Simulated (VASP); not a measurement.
# CuCl (F-43m) in VASP: notebook, part 2 of 2

VASP 6.6.1.

## Step 3: Relaxation of cell and atoms, PBE

INCAR reads:

```
PREC = Accurate
ENCUT = 600
EDIFF = 1E-7
ISMEAR = 0
SIGMA = 0.02
LREAL = F
LASPH = T
NELM = 100
ALGO = Normal
ISIF = 3
LWAVE = F
LCHARG = F
GGA = PE
IBRION = 2
NSW = 70
EDIFFG = -0.02
```

KPOINTS reads:

```
Automatic mesh
0
Gamma
  12 12 12
```

POSCAR reads:

```
CuCl
1.0
    0.0000000000      2.7101000000      2.7101000000
    2.7101000000      0.0000000000      2.7101000000
    2.7101000000      2.7101000000      0.0000000000
Cu Cl
1 1
Direct
    0.0000000000      0.0000000000      0.0000000000
    0.7500000000      0.7500000000      0.7500000000
```

Potentials or basis: VASP PAW PBE potentials, release 64 (Cu, Cl).

Command:

```
$ cat potpaw_PBE.64/Cu/POTCAR potpaw_PBE.64/Cl/POTCAR > POTCAR
$ mpirun -np 1 vasp_std > vasp.out
```

OUTCAR:

```text
PREC = Accurate
   ENCUT = 600
   EDIFF = 1E-7
   ISMEAR = 0
   LREAL = F
   LASPH = T
   NELM = 100
   ISIF = 3
   GGA = PE
   IBRION = 2
   NSW = 70
   EDIFFG = -0.02

 ion  position               nearest neighbor table
   1  0.000  0.000  0.000-   2 2.35   2 2.35   2 2.35   2 2.35
   2  0.750  0.750  0.750-   1 2.35   1 2.35   1 2.35   1 2.35

  LATTYP: Found a face centered cubic cell.
 ALAT       =     5.4202000000

  Lattice vectors:

 A1 = (   0.0000000000,   2.7101000000,   2.7101000000)
 A2 = (   2.7101000000,   0.0000000000,   2.7101000000)
 A3 = (   2.7101000000,   2.7101000000,   0.0000000000)

Analysis of symmetry for initial positions (statically):
=====================================================================
 Subroutine PRICEL returns:
 Original cell was already a primitive cell.

 Routine SETGRP: Setting up the symmetry group for a
 face centered cubic supercell.

 Subroutine GETGRP returns: Found 24 space group operations
 (whereof 24 operations were pure point group operations)
 out of a pool of 48 trial point group operations.

The static configuration has the point symmetry T_d .

Analysis of symmetry for dynamics (positions and initial velocities):
=====================================================================
 Subroutine PRICEL returns:
 Original cell was already a primitive cell.

 Routine SETGRP: Setting up the symmetry group for a
 face centered cubic supercell.

 Subroutine GETGRP returns: Found 24 space group operations
 (whereof 24 operations were pure point group operations)
 out of a pool of 48 trial point group operations.

The dynamic configuration has the point symmetry T_d .

 Subroutine INISYM returns: Found 24 space group operations
 (whereof 24 operations are pure point group operations),
 and found     1 'primitive' translations

----------------------------------------------------------------------------------------

                                     Primitive cell

[... 172 lines left out ...]
  energy  without entropy=       -6.3430323887  energy(sigma->0) =       -6.34303239

--------------------------------------- Ionic step        2  -------------------------------------------

 number of electron      18.0000010 magnetization

 Free energy of the ion-electron system (eV)
  ---------------------------------------------------
  ext. energy  EPLUGINS =         0.00000000
  ---------------------------------------------------
  free energy    TOTEN  =        -6.34318021 eV

  energy without entropy =       -6.34318021  energy(sigma->0) =       -6.34318021

 E-fermi :   3.9588     XC(G=0):  -9.3679

 val. band max:        3.8010523546   @ k =   0.0000   0.0000   0.0000
 cond. band min:       4.3296256297   @ k =   0.0000   0.0000   0.0000
 fundamental gap:      0.5285732751
 Fermi energy:         3.9588158865

 k-point     1 :       0.0000    0.0000    0.0000
  band No.  band energies     occupation
      1     -13.1878      2.00000
      2      -1.0958      2.00000
      3      -1.0958      2.00000
      4      -1.0958      2.00000
      5       2.3506      2.00000
      6       2.3506      2.00000
      7       3.8011      2.00000
      8       3.8011      2.00000
      9       3.8011      2.00000
     10       4.3296      0.00000
     11      10.5524      0.00000
     12      10.5524      0.00000
     13      10.5524      0.00000
[... 354 lines left out ...]
  band No.  band energies     occupation
      1     -12.7101      2.00000
      2      -2.5926      2.00000
      3      -1.4276      2.00000
      4      -1.0967      2.00000
      5       2.3064      2.00000
      6       2.3833      2.00000
      7       2.5285      2.00000
      8       3.0078      2.00000
      9       3.2011      2.00000
     10       7.4993      0.00000
     11       9.7055      0.00000
     12      11.0155      0.00000
     13      11.5215      0.00000

 [... further k-points ...]

------------------------ aborting loop because EDIFF is reached ----------------------------------------

  FORCE on cell =-STRESS in cart. coord.  units (eV):
  Direction    XX          YY          ZZ          XY          YZ          ZX
  --------------------------------------------------------------------------------------
  -------------------------------------------------------------------------------------
  Total        0.0078582      0.0078582      0.0078582      0.0000000     -0.0000000     -0.0000000
  in kB        0.3148589      0.3148589      0.3148589      0.0000000     -0.0000000     -0.0000000
  external PRESSURE =       0.3148589 kB  Pullay stress =       0.0000000 kB

 VOLUME and BASIS-vectors are now :
 -----------------------------------------------------------------------------
  energy-cutoff  :      600.00
  volume of cell :       39.99
      direct lattice vectors                 reciprocal lattice vectors
     0.000000000  2.714118365  2.714118365    -0.184221885  0.184221885  0.184221885
     2.714118365  0.000000000  2.714118365     0.184221885 -0.184221885  0.184221885
     2.714118365  2.714118365  0.000000000     0.184221885  0.184221885 -0.184221885

 POSITION                                       TOTAL-FORCE (eV/Angst)
 -----------------------------------------------------------------------------------
      5.42824      2.71412      2.71412         0.000000      0.000000      0.000000
      4.07118      4.07118      4.07118        -0.000000     -0.000000     -0.000000
 -----------------------------------------------------------------------------------
    total drift:                                0.000000      0.000000      0.000000

  FREE ENERGIE OF THE ION-ELECTRON SYSTEM (eV)
  ---------------------------------------------------
  free  energy   TOTEN  =        -6.3431802138 eV

  energy  without entropy=       -6.3431802138  energy(sigma->0) =       -6.34318021

 reached required accuracy - stopping structural energy minimisation
```

CONTCAR:

```text
CuCl
   1.00000000000000
     0.0000000000000000    2.7141183649805800    2.7141183649805800
     2.7141183649805800    0.0000000000000000    2.7141183649805800
     2.7141183649805800    2.7141183649805800    0.0000000000000000
  Cu              Cl
     1     1
Direct
     0.0000000000000000    1.0000000000000000    1.0000000000000000
     0.7500000000000000    0.7500000000000000    0.7500000000000000

  0.00000000E+00  0.00000000E+00  0.00000000E+00
  0.00000000E+00  0.00000000E+00  0.00000000E+00
```

Run time: 25 s. Hardware: 1 thread of Intel Xeon 6975P-C (Granite Rapids), shared host; peak memory 0.21 GiB.

What came out:

```yaml
Free_energy: -6.3432 eV
Relaxed_volume: 19.99 Å³/atom
Relaxed_cell: a = 3.838 Å, b = 3.838 Å, c = 3.838 Å, α = 60.00°, β = 60.00°, γ = 60.00°
Space_group_after_relaxing_to_0.05_Å: F-43m (No. 216)
Energy_gained_by_relaxing: 0.1 meV/atom
Ionic_steps: 2
Pressure_after_relaxing: 0.0 GPa
Band_gap_on_the_k_mesh: 0.53 eV, direct
```

The path:
```
step  energy change (eV)  largest force (eV/Å)  pressure (GPa)  volume (Å³)
   1              0.0000                0.0000            0.25        39.81
   2             -0.0001                0.0000            0.03        39.99
```

Final structure:
```xyz
2
Lattice="0.0000 2.7141 2.7141 2.7141 0.0000 2.7141 2.7141 2.7141 0.0000" Properties=species:S:1:pos:R:3 pbc="T T T"
Cu    5.4282    2.7141    2.7141
Cl    4.0712    4.0712    4.0712
```

A k mesh can miss the band edges. PBE usually gives volumes a little too large and moduli too small.

## Step 4: Single point, PBE, collinear spin, typed start

INCAR reads:

```
SYSTEM = CuCl
ALGO = Normal ; EDIFF = 1E-6
ENCUT = 520 ; GGA = PE
ISIF = 2 ; ISMEAR = 0
ISPIN = 2 ; LASPH = .True.
LCHARG = .False. ; LMAXMIX = 4
LORBIT = 11 ; LREAL = .False.
LWAVE = .False. ; MAGMOM = 1 0
NBANDS = 20 ; NELM = 150
PREC = Accurate ; SIGMA = 0.1
```

KPOINTS reads:

```
k-points
0
Gamma
  6 6 6
  0 0 0
```

POSCAR is that of step 3.

Command:

```
$ cat potpaw_PBE.64/Cu/POTCAR potpaw_PBE.64/Cl/POTCAR > POTCAR
$ mpirun -np 1 vasp_std > vasp.out
```

Run time: 14 s. Hardware: 1 thread of Intel Xeon 6975P-C (Granite Rapids), shared host; peak memory 0.18 GiB.

It converged, with:

```
Free energy                                           : -6.3418 eV
Pressure                                              : 0.2 GPa
Band gap on the k mesh                                : 0.53 eV, direct
Net moment                                            : 0.00 μB per cell
Valence electrons inside the program's atomic spheres : Cu 9.91; Cl 5.09
```

Levels at points of the mesh, in eV from the valence-band top:
Spin up:
```csv
k point,band 7,band 8,band 9,band 10,band 11,band 12
"(0.00, 0.00, 0.00)",0.00,0.00,0.00,0.53,6.75,6.75
"(0.50, 0.00, 0.00)",-1.34,-0.55,-0.55,2.89,6.78,7.18
"(0.50, 0.50, 0.00)",-1.28,-1.08,-1.08,3.45,4.47,8.74
```
Spin down:
| k point | band 7 | band 8 | band 9 | band 10 | band 11 | band 12 |
| --- | --- | --- | --- | --- | --- | --- |
| (0.00, 0.00, 0.00) | 0.00 | 0.00 | 0.00 | 0.53 | 6.75 | 6.75 |
| (0.50, 0.00, 0.00) | -1.34 | -0.55 | -0.55 | 2.89 | 6.78 | 7.18 |
| (0.50, 0.50, 0.00) | -1.28 | -1.08 | -1.08 | 3.45 | 4.47 | 8.74 |

## Step 5: Summary

```csv
task,spin,cell,k mesh,cutoff (eV),smearing,gap on the mesh (eV),pressure (GPa)
single point,off,"F-43m, 19.92 Å³/atom",12 × 12 × 12,520,gaussian 0.02 eV,0.53,0.2
relaxation of cell and atoms,off,relaxed,12 × 12 × 12,600,gaussian 0.02 eV,0.53,0.0
single point,"collinear, typed start","F-43m, 19.9 Å³/atom",6 × 6 × 6,520,gaussian 0.1 eV,0.53,0.2
```

Alike in all rows: level PBE; potentials or basis VASP PAW PBE potentials, release 64 (Cu, Cl).

Total energies depend on the potentials used, so only differences within one code and one set of settings carry meaning.

## Step 6: Against experiment

Step 2. Measured gap of CuCl: 3.399 eV (direct; 4.2 K; a printed reference work, data compilation). This calculation gives 0.53 eV (-2.86 eV). So large a miss can be the level of theory's own, or it may mean another phase, state or a wrong row. The value is that of PBE on a finite k mesh, which can miss the band edges, without temperature or zero-point motion. Semilocal functionals fall short of measured gaps as a rule.

Step 4. Against the measured gap of CuCl, 3.399 eV (direct; 4.2 K; a printed reference work, data compilation), the calculated 0.53 eV is off by -2.86 eV. So large a miss can be the level of theory's own, or it may mean another phase, state or a wrong row. The value is that of PBE, without temperature or zero-point motion. Semilocal functionals fall short of measured gaps as a rule.
